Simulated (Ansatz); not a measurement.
We consider α-quartz-type GeO2 (metastable phase), described by B3LYP (VWN-RPA form) (plane waves, PAW; Ansatz, an electronic-structure program).

Numerical settings: plane-wave cutoff 460 eV, 6×6×4 k mesh (along the axes of the cell as run), Fermi–Dirac smearing 0.01 eV, scalar-relativistic PAW data made under PBE.

Cell (measured lattice):

```xyz
9
Lattice="4.9870 0.0000 0.0000 -2.4935 4.3189 0.0000 0.0000 0.0000 5.6520" Properties=species:S:1:pos:R:3 pbc="T T T"
Ge    -1.1216     1.9426     1.8840
Ge     1.3719     2.3763     0.0000
Ge     2.2431     0.0000     3.7680
O      0.5440     1.6990     1.3957
O      0.7502     3.9405     5.1637
O      3.2437     0.3784     2.3723
O      3.0375     2.6199     0.4883
O      1.1994     1.3206     4.2563
O     -1.2941     2.9983     3.2797
```

**Question.** What does this level give for the band gap and smallest direct gap on the k points sampled?

**Answer.** 
- band gap = 5.53 eV (indirect)
- smallest direct gap on the k points sampled = 5.59 eV

Note: cell and atoms aren't relaxed at this level (largest force component 0.20 eV/Å, pressure 1.0 GPa).

Spin–orbit coupling is not included.
